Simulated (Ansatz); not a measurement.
# Y, one cell by several methods

```
Y
1.0
     3.65150    0.00000    0.00000
    -1.82575    3.16229    0.00000
     0.00000    0.00000    5.74740
Y
2
Direct
  0.33333 0.66667 0.25000
  0.66667 0.33333 0.75000
```

Atom numbers follow the list: Y1, Y2.

The cell is COD entry 1539818, as deposited and not checked against the literature; nothing was relaxed.

Methods: DFT, PBEsol, PAW with Ansatz's default frozen-core files, scalar-relativistic (Ansatz 0.2.0); DFT, PBEsol, all-electron LAPW, scalar-relativistic (Ansatz 0.2.0).

For PAW: a Γ-centred 12×12×7 k mesh, Fermi–Dirac smearing of 0.08 eV, cutoff 420 eV, no spin polarisation; the PAW files were made with PBE, and the program remakes their frozen cores for this functional. LAPW targets a basis error of 0.25 meV/atom. The Ansatz runs share mesh, smearing and spin set-up. Plane-wave (PAW) pressures include the program's estimate of the Pulay term.

Stress and pressure are positive in compression.

Levels count from the Fermi level.

| quantity | PAW | LAPW |
| --- | --- | --- |
| pressure (GPa) | -2.19 | -2.19 |
| stress xx (GPa) | -2.00 | -2.00 |
| stress zz (GPa) | -2.57 | -2.57 |
| highest filled level at M (eV) | -0.105 | -0.105 |
| lowest empty level at M (eV) | 1.360 | 1.360 |
| highest filled level at Γ (eV) | -1.849 | -1.850 |
| lowest empty level at Γ (eV) | 0.843 | 0.843 |
